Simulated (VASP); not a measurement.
Input of a VASP 6.6.1 run:

INCAR

```
SYSTEM = Mg
PREC = Accurate
ENCUT = 600
EDIFF = 1E-6
ISMEAR = 1
SIGMA = 0.2
LREAL = .FALSE.
LASPH = .TRUE.
NELM = 80
ALGO = Normal
ISIF = 3
LWAVE = .FALSE.
LCHARG = .FALSE.
GGA = PS
IBRION = 2
NSW = 40
EDIFFG = -0.02
```

File KPOINTS:

```
Automatic mesh
0
G
  6 6 6
  0 0 0
```

The input POSCAR:

```
Mg
1.0
    4.3904300000      0.0000000000      0.0000000000
    0.0000000000      4.3904300000      0.0000000000
    0.0000000000      0.0000000000      4.3904300000
Mg
3
Direct
    0.0000000000      0.5000000000      0.5000000000
    0.5000000000      0.0000000000      0.5000000000
    0.5000000000      0.5000000000      0.0000000000
```

Potentials or basis: VASP PAW PBE potentials, release 64 (Mg).

Command:

```sh
$ cat potpaw_PBE.64/Mg/POTCAR > POTCAR
$ mpirun -np 1 vasp_std > vasp.out
```

(1) What does it give for the relaxed cell?

(2) Predict the space group after relaxing (to 0.05 Å).

(3) Estimate the relaxed volume.

Answers

(1) a = 4.362 Å, b = 4.362 Å, c = 4.362 Å, α = 90.00°, β = 90.00°, γ = 90.00°.

(2) Pm-3m (No. 221).

(3) 27.66 Å³/atom.

Caveat: the PAW data sets were made with another functional, which shifts forces and pressure a little.
